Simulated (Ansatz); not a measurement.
# Ti2NF2 MXene monolayer in a perpendicular field, part 2 of 2

Wanted: the out-of-plane response of the Ti2NF2 MXene monolayer. A positive field points along +c.

Ansatz 0.2.0; plane-wave DFT, PBE-D3(BJ), Ansatz PAW.

So far. Step 2 (Relaxing the slab): The lattice constant a goes from 3.029 to 3.026 Å.

## (3) Single point, field 0

A sawtooth potential applies the field, turning back in the middle of the vacuum. With the dipole correction the typed value is the field outside the slab. The induced dipole is small, so the SCF threshold is tight.

The cell differs from the one that the last finished run ended in (c 39.772 → 22.668 Å).

input.yaml reads:

```yaml
crystal:
  lattice:
    - [3.0260741071, 0.0, 0.0]
    - [-1.5130370535, 2.6206570505, 0.0]
    - [0.0, 0.0, 22.6677356878]
  atoms:
    - { symbol: F, position: [0.3333333333, 0.6666666667, 0.397040098] }
    - { symbol: Ti, position: [0.6666666667, 0.3333333333, 0.4524170912] }
    - { symbol: "N", position: [0.0, 0.0, 0.5] }
    - { symbol: Ti, position: [0.3333333333, 0.6666666667, 0.5475829088] }
    - { symbol: F, position: [0.6666666667, 0.3333333333, 0.602959902] }
kpoints:
  mp_grid: { grid: [18, 18, 1] }
  band_path:
    path: [[0, 0, 0], [0.5, 0, 0], [0.33333333, 0.33333333, 0], [0, 0, 0]]
    npoints: 16
hamiltonian:
  xc: pbe
  dispersion: d3bj
scf:
  occupations: { method: fermi_dirac, width: 0.02585 }
  convergence: { dr2_threshold: 1.0e-10 }
efield:
  axis: 3
  dipole_correction: true
  ramp_position: 0.97
  ramp_width: 0.06
  amplitude: 0
output:
  dos: { projected: true, e_range: [-6, 5] }
  write_potential: true
  write_density: true
  volumetric_format: npy
  elf: true
```

Run with:

```sh
$ ansatz run input.yaml --threads 2 --pin off --max-ram 3072MiB --backend cpu --events-out ev --progress --plain --runs-dir out
```

Numbers of over 12 decimals in the logs are rounded to 6 here.

The program printed:

```text
[...]
Crystal: 5 atoms, lattice volume = 179.762 Å³
Basis set: ecut = 420 eV, 3459 PW (Γ)
Bands: 27, of which v1, the nominal top of the filled ones, is band 22 counted from 1 (21 counted from 0)
Symmetry: 6 space group operations
k-points: 37 of 324 (time reversal used)
[...]
SCF iter   1: F=—  HF=-7008.023174 eV  |F-HF|=—  |Δ(HF+E_count)|=         —  Δρ=2.55e-3  dr2=8.57e-3  ethr=1.77e-3  p=0.000 e·Å  D=1.01e-13 V/Å  ΔV_dip=-0.00 eV  dr2_dipole=2.21e-8  V_vac-E_F(+/−)=4.62/4.62 eV  ⟨swp⟩=8.7  Hψ=5067  notcnv=0
efield: sawtooth ramp at fractional position 0.9700 (set: `efield.ramp_position`, or a place that a band, a saddle search or an elastic batch's reference lends), width 0.0600; the density the first Hamiltonian is built on has a dipole p = 0.000 e·Å; the dipole correction subtracts the counter field D = 1.01e-13 V/Å, which shifts the + side's vacuum level by -0.00 eV against the − side's; the planar-averaged density in the ramp window peaks in size at 1.6e-5 e/Å³
[...]
SCF iter   2: F=—  HF=-7008.027126 eV  |F-HF|=—  |Δ(HF+E_count)|=   3.95e-3  Δρ=1.55e-3  dr2=3.40e-3  ethr=1.99e-5  p=0.000 e·Å  D=1.86e-5 V/Å  ΔV_dip=-0.00 eV  dr2_dipole=2.26e-8  V_vac-E_F(+/−)=4.38/4.38 eV  ⟨swp⟩=4.0  Hψ=2908  notcnv=0  defer=22
[...]
SCF iter   9: F=-7008.026512 eV  HF=-7008.026512 eV  |F-HF|=1.82e-12  |Δ(HF+E_count)|=  6.90e-10  Δρ=1.13e-7  dr2=1.90e-11  ethr=1.00e-12  p=-0.000 e·Å  D=-9.07e-9 V/Å  ΔV_dip=0.00 eV  dr2_dipole=7.13e-16  V_vac-E_F(+/−)=4.42/4.42 eV  ⟨swp⟩=6.9  Hψ=2983  notcnv=0
SCF 1 converged in 9 iterations: F = -7008.026512 eV  dr2 = 1.90e-11
[...]
NSCF: frozen V_eff on 49 k-points
efield: sawtooth ramp at fractional position 0.9700 (kept from the solve that this one continues, or follows in the run), width 0.0600; the density the first Hamiltonian is built on has a dipole p = -0.000 e·Å; the dipole correction subtracts the counter field D = -9.07e-9 V/Å, which shifts the + side's vacuum level by +0.00 eV against the − side's; the planar-averaged density in the ramp window peaks in size at 3.7e-6 e/Å³
[...]
SCF converged after 9 iterations
Free energy (F): -7008.026512 eV
[...]
Internal energy: -7008.020939 eV  (E = F + TS)
E sigma→0 (E₀):  -7008.023726 eV
Entropy (-TS):   -0.005573 eV (-1.115 meV/atom)
Fermi energy:    0.728926 eV
Dipole field:    D = -0.000000 V/Å  (p = -0.000000 e·Å, saw-weighted, corrected)
Work function:   Φ+ = 4.4240 eV   Φ− = 4.4241 eV
Levels:          The Fermi level and band energies are counted from a zero that moves with the ramp; work functions are not
[...]
--- Band table (eV; the first three rows and the last of 37) ---
  k-point 0: bands = [... 18 lower, -4.1861, -4.1861, 0.0827, 0.0827, 0.7151, 2.0254, 2.0254, 2.0838, ... 1 higher]
  k-point 1: bands = [... 18 lower, -4.2826, -4.2138, 0.0212, 0.1361, 0.7181, 1.9457, 2.0197, 2.0891, ... 1 higher]
  k-point 2: bands = [... 18 lower, -4.5166, -4.2871, -0.1586, 0.2896, 0.7491, 1.8569, 2.0387, 2.0587, ... 1 higher]
  k-point 36: bands = [... 18 lower, -5.4554, -4.7576, 0.6387, 0.8047, 0.8047, 2.4292, 2.4292, 2.4526, ... 1 higher]
```

Run time: 11 s. Hardware: 2 threads of Intel Xeon Platinum 8375C at 2.90GHz (Ice Lake), shared host; peak memory 0.57 GiB.

Numbers from this step:

| Property | Result |
| --- | --- |
| energy at zero smearing | -7008.0237 eV |
| work function, upper face | 4.424 eV |
| dipole along the normal | -4.67e-8 e·Å |

Running mean over a fixed 2.7 Å (it still follows the layers) of the planar mean; the ramp of the sawtooth is left out. Electron's electrostatic potential energy less the Fermi level against z:

```tsv
z (Å)	electron's electrostatic potential energy less the Fermi level (eV)
3	4.42
4	4.42
5	4.42
6	4.42
7	4.26
8	1.06
9	-4.56
10	-9.92
11	-11.8
12	-11.3
13	-8.47
14	-2.40
15	2.51
16	4.38
17	4.42
18	4.42
19	4.42
```

The density of states has structure finer than the step of the table below, so its rows give means over 0.25 eV, whole bins alone (the curve runs from -6 to 1.06 eV). Peaks (eV: height): -5.480: 18.5, -5.390: 16.6, -0.950: 2.80, 0.010: 3.06.

The density of states by energy, zero at the Fermi level; means over each step:

```tsv
energy (eV)	density of states (states/eV a cell)
-5.75	2.89
-5.50	7.96
-5.25	6.25
-5.00	0.915
-4.75	0
-4.50	0
-4.25	0
-4.00	0
-3.75	0
-3.50	0
-3.25	0
-3.00	0
-2.75	0
-2.50	0.00280
-2.25	0.784
-2.00	0.988
-1.75	1.08
-1.50	1.23
-1.25	1.73
-1.00	1.33
-0.75	0.699
-0.50	2.01
-0.25	1.48
0.00	1.83
0.25	1.68
0.50	1.64
0.75	1.66
```

Projected DOS per atom over height of the atomic layer and energy from the Fermi level. Layers: F Ti N Ti F from below.

Values in states/eV, 22 rows by 5 columns, each cell a mean:
```
0.03 0.89 0.07 0.89 0.03
0.04 0.75 0.06 0.75 0.04
0.04 0.75 0.05 0.75 0.04
0.05 0.81 0.05 0.81 0.05
0.04 0.84 0.03 0.84 0.04
0.02 0.54 0.03 0.54 0.02
0.04 0.54 0.04 0.54 0.04
0.06 0.69 0.05 0.69 0.06
0.04 0.51 0.03 0.51 0.04
0.04 0.45 0.02 0.45 0.04
0.02 0.27 0.00 0.27 0.02
0.00 0.00 0.00 0.00 0.00
0.00 0.00 0.00 0.00 0.00
0.00 0.00 0.00 0.00 0.00
0.00 0.00 0.00 0.00 0.00
0.00 0.00 0.00 0.00 0.00
0.00 0.00 0.00 0.00 0.00
0.00 0.00 0.00 0.00 0.00
0.05 0.04 0.20 0.04 0.05
0.63 0.49 2.42 0.49 0.63
0.49 0.82 3.92 0.82 0.49
0.35 0.40 1.71 0.40 0.35
```
Columns: height of the atomic layer (Å) from 9 to 13.7 (not evenly spaced); rows upwards: energy from the Fermi level (eV) from -5.96 to 1.06.

Electronic bands along the path, in eV, zero at the Fermi level:

```tsv
point	band 18	band 19	band 20	band 21	band 22	band 23	band 24	band 25
Γ	-5.31	-4.92	-4.92	-0.65	-0.65	-0.01	1.30	1.30
halfway	-5.80	-5.31	-5.23	-1.61	0.25	0.33	1.25	1.31
M	-6.22	-5.36	-5.28	-2.37	1.23	1.33	1.61	1.83
halfway	-6.17	-5.82	-5.44	-1.55	0.72	0.96	1.46	1.87
K	-6.18	-6.18	-5.49	-0.09	0.08	0.08	1.70	1.70
halfway	-5.81	-5.54	-5.36	-1.12	-0.66	1.06	1.32	1.43
Γ	-5.31	-4.92	-4.92	-0.65	-0.65	-0.01	1.30	1.30
```

Electrostatic potential energy in the ca plane at fractional y = 0.333, with atoms of Ti and F within 0.2 Å of it. With pseudopotentials it is smooth inside the atoms' cores, unlike the true potential.

Values in eV, 5 rows by 16 columns, each cell a mean:
```
  5   5   5   5   5   4  -4 -28 -10  -2  -9  -7   5   5   5   5
  5   5   5   5   5   4 -10 -36 -18   0 -21 -22   5   5   5   5
  5   5   5   5   5   4  -5 -28 -10  -3  -9  -7   5   5   5   5
  5   5   5   5   5   4   0  -5  -3 -11  -5   3   5   5   5   5
  5   5   5   5   5   4   1  -4  -3 -11  -5   3   5   5   5   5
```
Columns run along c (16.0 Å, from fractional 0.12 to 0.83 of the cell; values clipped at the 3rd and 97th percentile), rows up along a (3.0 Å). Atoms in or near the plane, at fractional coordinates: Ti at (0.45, 0.67), F at (0.60, 0.67).

ELF in the ca plane at fractional y = 0.333, with atoms of Ti and F within 0.2 Å of it. It is the smooth field of the valence electrons, not physical close to the nuclei.

Values, 5 rows by 16 columns, each cell a mean:
```
0.00 0.00 0.00 0.00 0.00 0.00 0.03 0.10 0.42 0.30 0.21 0.37 0.73 0.25 0.01 0.00
0.00 0.00 0.00 0.00 0.00 0.00 0.00 0.08 0.39 0.38 0.18 0.54 0.71 0.38 0.01 0.00
0.00 0.00 0.00 0.00 0.00 0.00 0.04 0.12 0.42 0.30 0.20 0.37 0.73 0.25 0.01 0.00
0.00 0.00 0.00 0.00 0.00 0.01 0.17 0.46 0.14 0.44 0.27 0.15 0.18 0.04 0.00 0.00
0.00 0.00 0.00 0.00 0.00 0.01 0.17 0.48 0.13 0.46 0.27 0.13 0.16 0.03 0.00 0.00
```
Columns run along c (16.0 Å, from fractional 0.07 to 0.78 of the cell), rows up along a (3.0 Å). Atoms in or near the plane, at fractional coordinates: Ti at (0.45, 0.67), F at (0.60, 0.67).

Valence density in the ca plane at fractional y = 0.333, with atoms of Ti and F within 0.2 Å of it. It is the smooth field of the valence electrons, not physical close to the nuclei.

Ten steps, logarithmic in the rise over the least value, from '0' (0 e/Å³) to '9' (12 e/Å³), each cell a mean:
```
00000000000000000000123554322222454200000000
00000000000000000000126887422123687410000000
00000000000000000000027998521124899520000000
00000000000000000000125887422123687410000000
00000000000000000001123454322222343200000000
00000000000000000002222223333332111000000000
00000000000000000012332123343443110000000000
00000000000000000001222223333332221000000000
```
Columns run along c (16.0 Å, from fractional 0.07 to 0.78 of the cell), rows up along a (3.0 Å). Atoms in or near the plane, at fractional coordinates: Ti at (0.45, 0.67), F at (0.60, 0.67).

The work function of the upper face is 4.42 eV.

## (4) Atoms held, field 0.1 V/Å

input.yaml: that of step 3 with these lines changed.

```diff
@@ -27,5 +27,4 @@
   ramp_width: 0.06
-  amplitude: 0
+  amplitude: 0.1
 output:
-  dos: { projected: true, e_range: [-6, 5] }
   write_potential: true
@@ -33,2 +32 @@
   volumetric_format: npy
-  elf: true
```

The program printed:

```text
[...]
Crystal: 5 atoms, lattice volume = 179.762 Å³
Basis set: ecut = 420 eV, 3459 PW (Γ)
Bands: 27, of which v1, the nominal top of the filled ones, is band 22 counted from 1 (21 counted from 0)
Symmetry: 6 space group operations
k-points: 37 of 324 (time reversal used)
[...]
k-point 0: bands = [... 18 lower, -4.1860, -4.1860, 0.0825, 0.0825, 0.7150, 2.0252, 2.0252, 2.0833, ... 1 higher]
  k-point 1: bands = [... 18 lower, -4.2826, -4.2138, 0.0210, 0.1360, 0.7180, 1.9456, 2.0195, 2.0888, ... 1 higher]
  k-point 2: bands = [... 18 lower, -4.5163, -4.2871, -0.1587, 0.2894, 0.7490, 1.8567, 2.0386, 2.0585, ... 1 higher]
  k-point 36: bands = [... 18 lower, -5.4529, -4.7577, 0.6385, 0.8038, 0.8053, 2.4283, 2.4298, 2.4525, ... 1 higher]
[key lines of the parts left out:]
SCF converged after 12 iterations
Free energy (F): -7008.027592 eV
Fermi energy:    0.728785 eV
Dipole field:    D = 0.021742 V/Å  (p = 0.021600 e·Å, saw-weighted, corrected)
```

Elapsed: 12 s, on 2 threads; peak memory 0.55 GiB; 24 s of CPU time.

The dipole is 0.0216 e·Å.

## (5) Single point, field -0.1 V/Å

input.yaml: that of step 4 with these lines changed.

```diff
@@ -27,3 +27,3 @@
   ramp_width: 0.06
-  amplitude: 0.1
+  amplitude: -0.1
 output:
```

The program printed:

```text
[...]
Crystal: 5 atoms, lattice volume = 179.762 Å³
Basis set: ecut = 420 eV, 3459 PW (Γ)
Bands: 27, of which v1, the nominal top of the filled ones, is band 22 counted from 1 (21 counted from 0)
Symmetry: 6 space group operations
k-points: 37 of 324 (time reversal used)
[...]
k-point 0: bands = [... 18 lower, -4.1860, -4.1860, 0.0825, 0.0825, 0.7150, 2.0252, 2.0252, 2.0833, ... 1 higher]
  k-point 1: bands = [... 18 lower, -4.2826, -4.2138, 0.0210, 0.1360, 0.7180, 1.9456, 2.0195, 2.0888, ... 1 higher]
  k-point 2: bands = [... 18 lower, -4.5163, -4.2871, -0.1587, 0.2894, 0.7490, 1.8567, 2.0386, 2.0585, ... 1 higher]
  k-point 36: bands = [... 18 lower, -5.4529, -4.7577, 0.6385, 0.8038, 0.8053, 2.4283, 2.4298, 2.4525, ... 1 higher]
[key lines of the parts left out:]
SCF converged after 12 iterations
Free energy (F): -7008.027592 eV
Fermi energy:    0.728785 eV
Dipole field:    D = -0.021743 V/Å  (p = -0.021600 e·Å, saw-weighted, corrected)
```

It took 12 s on 2 threads; peak memory 0.56 GiB; 24 s of CPU time.

The dipole is -0.0216 e·Å.

## (6) Response, atoms held

This step: plane-wave DFT, PBE-D3(BJ), Ansatz PAW; response to a field along the normal, atoms held (Ansatz 0.2.0).

The dipoles give the slope, and the difference of two potentials shows where the field is screened.

Numbers from this step:

- equivalent conductor thickness p/(ε₀AE): 4.929 Å
- distance between the outer atoms: 4.668 Å

Dipole of the cell against applied field:

```tsv
applied field (V/Å)	dipole of the cell (e·Å)
-0.1000	-0.0216
0.0000	-4.7e-8
0.1000	0.0216
```

Local field over the applied field, running mean. From the potentials at -0.1 and 0.1 V/Å; running mean over 2.5 Å. The local field over applied field by z:

```tsv
z (Å)	local field over applied field
4.11	1.000
4.53	1.000
4.96	1.000
5.24	1.000
5.67	0.999
6.09	0.995
6.52	0.985
6.80	0.970
7.23	0.920
7.65	0.832
8.08	0.721
8.36	0.640
8.78	0.517
9.21	0.386
9.63	0.263
9.92	0.199
10.34	0.125
10.77	0.0756
11.19	0.0459
11.48	0.0459
11.90	0.0756
12.33	0.125
12.75	0.199
13.03	0.263
13.46	0.386
13.88	0.517
14.31	0.640
14.59	0.721
15.02	0.832
15.44	0.920
15.87	0.970
16.15	0.985
16.58	0.995
17.00	0.999
17.43	1.000
17.71	1.000
18.13	1.000
18.56	1.000
```

Electrons, planar mean, per unit field. Table of induced electron density by z:

z (Å), induced electron density (e/Å³ per V/Å) and a bar from the least value:
```
     4.11    0.00000 ###############
     4.53    0.00000 ###############
     4.96    0.00000 ###############
     5.24    0.00000 ###############
     5.67    0.00000 ###############
     6.09    0.00002 ###############
     6.52    0.00005 ###############
     6.80    0.00011 ###############
     7.23    0.00034 #################
     7.65    0.00098 ###################
     8.08    0.00238 ##########################
     8.36    0.00338 ##############################
     8.78    0.00163 ######################
     9.21    0.00172 #######################
     9.63    0.00012 ################
     9.92    0.00103 ####################
    10.34    0.00186 #######################
    10.77    0.00070 ##################
    11.19    0.00013 ################
    11.48   -0.00012 ##############
    11.90   -0.00070 ############
    12.33   -0.00186 #######
    12.75   -0.00103 ##########
    13.03   -0.00012 ##############
    13.46   -0.00172 #######
    13.88   -0.00163 ########
    14.31   -0.00338 
    14.59   -0.00238 ####
    15.02   -0.00098 ###########
    15.44   -0.00034 #############
    15.87   -0.00011 ###############
    16.15   -0.00005 ###############
    16.58   -0.00002 ###############
    17.00    0.00000 ###############
    17.43    0.00000 ###############
    17.71    0.00000 ###############
    18.13    0.00000 ###############
    18.56    0.00000 ###############
```

By hand: between -0.1 and 0.1 V/Å the dipole changes by 0.04320 e·Å, a slope of 0.2160 e·Å²/V. A perfect conductor of thickness t has p = ε₀AEt, so t = 180.95 × 0.2160 / 7.930 = 4.93 Å (e/ε₀ = 180.95 V·Å, A in Å²).

The induced dipole is that of a conductor 4.93 Å thick.

## (7) What came out

```yaml
gap_without_field: none
work_function_upper_face: 4.42 eV
equivalent_conductor_thickness_atoms_held: 4.93 Å
```

**Reading.** The induced dipole equals that of a perfect conductor 4.93 Å thick, while the outer atoms lie 4.67 Å apart. There is no gap over 0.03 eV, with or without the field. The first relaxation ran with spin and lost its moment, and the later runs have none; other magnetic states were not tried. The MXene's terminations sit over the metal atoms of its far layer; the site over carbon or nitrogen, which some compounds prefer, was not run.

[Logs are printed without paths, hosts, clocks, repeated set-up lines and the standing remarks that a program may print on its own settings, such as how far it seeks lower states.]

[Hosts, paths, dates, database ids (printed as entryN), source tags and the programs' standing remarks are cut or masked in the printed files.]

[Maps of the electrostatic potential energy from Ansatz leave out the sawtooth potential of an applied field or a dipole correction, so their vacuum need not be flat; planar profiles and work functions include it.]

[The density of states shown here was stored with 400 of the rows of the run's finer table, so its peaks can read low, often by over a quarter, or be missed, and its means over a window can be off by a tenth or more.]
